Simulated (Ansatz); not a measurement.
# InSb3: the cost of one run

Method: DFT PBE, scalar-relativistic, plane waves, PAW, in Ansatz 0.2.0.

**1. The starting structure**

Symmetry: Fm-3m, No. 225, cubic system. The conventional cell has a = 7.589 Å, b = 7.589 Å, c = 7.589 Å, α = 90.00°, β = 90.00°, γ = 90.00°. In (site symmetry m-3m) has 8 Sb at 3.29 Å as nearest neighbours. Sb (site symmetry -43m) has 4 In at 3.29 Å and 4 Sb at 3.29 Å as nearest neighbours. Around Sb (site symmetry m-3m) lie 8 Sb at 3.29 Å.

As a file:

```cif
data_structure
_symmetry_space_group_name_H-M 'P 1'
_symmetry_Int_Tables_number 1
_cell_length_a 5.3663
_cell_length_b 5.3663
_cell_length_c 5.3663
_cell_angle_alpha 60.000
_cell_angle_beta 60.000
_cell_angle_gamma 60.000
_cell_volume 109.27
loop_
_atom_site_label
_atom_site_type_symbol
_atom_site_fract_x
_atom_site_fract_y
_atom_site_fract_z
_atom_site_occupancy
In1 In 0.00000 0.00000 0.00000 1
Sb1 Sb 0.25000 0.25000 0.25000 1
Sb2 Sb 0.75000 0.75000 0.75000 1
Sb3 Sb 0.50000 0.50000 0.50000 1
```

The structure comes from the Materials Project (structure only).

**2. A single atom displaced**

The change: atom 1 (In) moved by 0.04 Å.

Input file input.yaml:

```yaml
crystal:
  lattice:
    - [0.0, 3.794555, 3.794555]
    - [3.794555, 0.0, 3.794555]
    - [3.794555, 3.794555, 0.0]
  atoms:
    - { symbol: In, position: [0.0059295491, -0.0059295491, 0.0059295491] }
    - { symbol: Sb, position: [0.25, 0.25, 0.25] }
    - { symbol: Sb, position: [0.75, 0.75, 0.75] }
    - { symbol: Sb, position: [0.5, 0.5, 0.5] }
basis:
  ecutwfc: 420
kpoints:
  mp_grid: { grid: [8, 8, 8] }
hamiltonian:
  xc: pbe
scf:
  occupations: { method: gaussian, width: 0.1 }
output:
  forces: true
  stress: true
  eigenvalues: true
```

**Question.** How long does this run take on 1 thread of an Arm CPU, shared host, and how much memory does it need?

About 33 s, with a peak of 0.43 GiB.
